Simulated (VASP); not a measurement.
A run of VASP 6.6.1 is set up as follows.

INCAR

```
SYSTEM = InP
  PREC = Accurate
  ENCUT = 600
  EDIFF = 1E-6
  ISMEAR = 0
  SIGMA = 0.03
  LREAL = .FALSE.
  LASPH = .TRUE.
  NELM = 80
  ALGO = Normal
  ISIF = 3
  LWAVE = .FALSE.
  LCHARG = .FALSE.
  GGA = PS
  IBRION = 2
  NSW = 90
  EDIFFG = -0.01
```

File KPOINTS:

```
regular mesh
0
G
  8 8 8
  0 0 0
```

POSCAR

```
InP
1.0
    0.0000000000      2.9305000000      2.9305000000
    2.9305000000      0.0000000000      2.9305000000
    2.9305000000      2.9305000000      0.0000000000
In P
1 1
Direct
    0.0000000000      0.0000000000      0.0000000000
    0.2500000000      0.2500000000      0.2500000000
```

Potentials or basis: VASP PAW PBE potentials, release 64 (In_d, P).

Launch:

```sh
$ cat potpaw_PBE.64/In_d/POTCAR potpaw_PBE.64/P/POTCAR > POTCAR
$ mpirun -np 1 vasp_std > vasp.out
```

Task: Estimate the relaxed volume.

Result: 25.39 Å³/atom.

Task: Predict the space group after relaxing (to 0.05 Å).

Result: F-43m (No. 216).

Final structure:
```cif
data_structure
_symmetry_space_group_name_H-M 'P 1'
_symmetry_Int_Tables_number 1
_cell_length_a 4.1568
_cell_length_b 4.1568
_cell_length_c 4.1568
_cell_angle_alpha 60.000
_cell_angle_beta 60.000
_cell_angle_gamma 60.000
_cell_volume 50.79
loop_
_atom_site_label
_atom_site_type_symbol
_atom_site_fract_x
_atom_site_fract_y
_atom_site_fract_z
_atom_site_occupancy
In1 In 0.00000 0.00000 0.00000 1
P1 P 0.25000 0.25000 0.25000 1
```

Caveat: the PAW data sets were made with another functional, which shifts forces and pressure a little. Zero-point motion and thermal expansion aren't in these numbers.
